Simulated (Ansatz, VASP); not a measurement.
## Two plane-wave programs on Ti

INCAR

```
SYSTEM = Ti
PREC = Accurate
ENCUT = 520
EDIFF = 1E-7
ISMEAR = 0
SIGMA = 0.1
LREAL = .False.
LASPH = .True.
NELM = 100
ALGO = Normal
ISIF = 2
LWAVE = .False.
LCHARG = .False.
GGA = PS
NBANDS = 12
```

The input KPOINTS:

```
Automatic mesh
0
Gamma
  18 18 18
  0 0 0
```

POSCAR

```
Ti
1.0
   -1.6365969187      1.6365969187      1.6365969187
    1.6365969187     -1.6365969187      1.6365969187
    1.6365969187      1.6365969187     -1.6365969187
Ti
1
Direct
    0.0000000000      0.0000000000      0.0000000000
```

Input for Ansatz:

```yaml
crystal:
  lattice:
    - [-1.6365969187, 1.6365969187, 1.6365969187]
    - [1.6365969187, -1.6365969187, 1.6365969187]
    - [1.6365969187, 1.6365969187, -1.6365969187]
  atoms:
    - { symbol: Ti, position: [0.0, 0.0, 0.0] }
basis:
  ecutwfc: 420
kpoints:
  mp_grid: { grid: [18, 18, 18] }
hamiltonian:
  xc: pbesol
scf:
  occupations: { method: gaussian, width: 0.1 }
output:
  forces: true
  stress: true
  eigenvalues: true
```

Alike in both runs: task single point; functional PBEsol; k mesh 18 × 18 × 18; occupations gaussian, width 0.1 eV; no spin polarisation.

|  | VASP | Ansatz |
| --- | --- | --- |
| version | VASP 6.6.1 | Ansatz 0.2.0 |
| potentials or method | VASP PAW PBE potentials, release 64 (Ti_sv) | scalar-relativistic, plane waves, PAW |
| plane-wave cutoff (eV) | 520 | 420 |
| valence electrons in the cell | 12 | 12 |

```tsv
	VASP	Ansatz	Ansatz less VASP
gap on the k mesh at the Fermi level (eV)	none	none	-
pressure (GPa)	-6.2	-6.0	+0.19
```

A gap of «none» marks a metal or a gap that the smearing closes. With one functional, cell and mesh, what is left measures potentials, basis and numerics.

Caveats: the PAW data sets were made with another functional, which shifts forces and pressure a little (VASP).
